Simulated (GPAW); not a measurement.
Wanted: an ASE script for a GPAW 26.7.0 run.

| Quantity | Value |
| --- | --- |
| Task | single point |
| Functional | PBE |
| Potentials or basis | GPAW PAW data sets (gpaw-data 1.2.1) |
| Cutoff | 600 eV |
| Basis | pw |
| k mesh | 8 × 8 × 8 |
| Occupations | gaussian, width 0.024 eV |
| Spin | no spin polarisation |
| Maxiter | 150 |

The structure of SnSe lies in SnSe.xyz:

```xyz
2
Lattice="0.0000000000 3.0100000000 3.0100000000 3.0100000000 0.0000000000 3.0100000000 3.0100000000 3.0100000000 0.0000000000" Properties=species:S:1:pos:R:3 pbc="T T T"
Sn     0.0000000000      0.0000000000      0.0000000000
Se     3.0100000000      3.0100000000      3.0100000000
```

Measurements of this composition are mostly on another form, of space group No. 62.

One way to write it, as run:

run.py

```python
from ase.dft.bandgap import bandgap
from ase.io import read, write
from ase.units import GPa
from gpaw import GPAW, PW

atoms = read('SnSe.xyz')

calc = GPAW(mode=PW(600),
            xc='PBE',
            kpts={'size': (8, 8, 8), 'gamma': True},
            occupations={'name': 'methfessel-paxton', 'order': 0, 'width': 0.024},
            nbands=19,
            convergence={'density': 1e-05, 'energy': 1e-05},
            maxiter=150,
            txt='gpaw.txt')
atoms.calc = calc
energy = atoms.get_potential_energy()
forces = atoms.get_forces()
stress = atoms.get_stress()
calc.write('gs.gpw')
write('result.traj', atoms)
print(f'Energy: {energy:.6f} eV')
print('Forces (eV/A):')
print(forces.round(4))
print('Stress (GPa):', (stress / GPa).round(3))
print('Fermi level:', round(calc.get_fermi_level(), 4), 'eV')
print(f'Gap: {bandgap(calc)[0]:.4f} eV, direct: {bandgap(calc, direct=True)[0]:.4f} eV')
```

Potentials or basis: GPAW PAW data sets (gpaw-data 1.2.1), pw.

Run with:

```console
$ OMP_NUM_THREADS=1 python run.py
```

Results of the run:

| Item | Value |
| --- | --- |
| Pressure | 0.8 GPa |
| Band gap on the k mesh | 0.60 eV, direct |

Caveat: spin-orbit coupling is left out, which moves the levels of the heavy elements.

Run time: 14 s on 1 thread of Arm Neoverse V2 (shared host), peak memory 0.17 GiB.
